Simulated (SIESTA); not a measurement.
The system is MgO.

```
CELL_PARAMETERS angstrom
0.00000 2.09700 2.09700
2.09700 0.00000 2.09700
2.09700 2.09700 0.00000
ATOMIC_POSITIONS crystal
Mg 0.00000 0.00000 0.00000
O 0.50000 0.50000 0.50000
```

The cell is a database's computed one.

Base run:

- Program: SIESTA 5.4.2
- Functional: AM05
- Potentials or basis: PseudoDojo 0.4 standard (PBEsol files)
- Basis: DZP (energy shift 0.003 Ry; two zetas on semicore shells)
- Grid cutoff: 800 Ry
- Energy shift: 0.003 Ry
- k mesh: 11 × 11 × 11
- Occupations: fermi-dirac, width 0.05 eV
- Spin: no spin polarisation

Its results: band gap on the k mesh 4.70 eV, direct; pressure 6.6 GPa.

**Question.** The run is repeated on the same cell with these changes: functional from AM05 to PBEsol. What comes out?

**Answer.** Band gap on the k mesh 4.68 eV, direct; pressure 5.7 GPa.

Caveats: the basis of atomic orbitals isn't converged, which shifts pressures, moduli and gaps; the potentials were made for another functional, which shifts forces and pressure (some runs); an odd mesh through Γ misses points on the zone boundary, where band edges often lie (some runs).

Not every run made on this cell is shown here.
